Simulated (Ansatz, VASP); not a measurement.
**SiC (Moissanite 3C) in VASP and in Ansatz**

```xyz
2
Lattice="0.0000 1.8773 1.8773 1.8773 0.0000 1.8773 1.8773 1.8773 0.0000" Properties=species:S:1:pos:R:3 pbc="T T T"
Si    0.0000    0.0000    0.0000
C     0.9386    0.9386    0.9386
```

Alike in both runs: task single point; functional PBEsol; k mesh 18 × 18 × 18; occupations gaussian, width 0.05 eV; no spin polarisation.

|  | VASP | Ansatz |
| --- | --- | --- |
| version | VASP 6.6.1 | Ansatz 0.2.0 |
| potentials or method | VASP PAW PBE potentials, release 64 (Si, C) | scalar-relativistic, plane waves, PAW |
| plane-wave cutoff (eV) | 520 | 420 |
| valence electrons in the cell | 8 | 8 |

|  | VASP | Ansatz | Ansatz less VASP |
| --- | --- | --- | --- |
| gap on the k mesh at the Fermi level (eV) | 0.70 | 0.71 | +0.015 |
| least direct gap on the mesh (eV) | 4.72 | 4.76 | +0.034 |

The functional is the same, so the differences come from potentials, cutoffs and numerics.

 Expect the measured gap to be larger: semilocal functionals such as PBEsol lack the derivative discontinuity. A k mesh can miss the band edges.
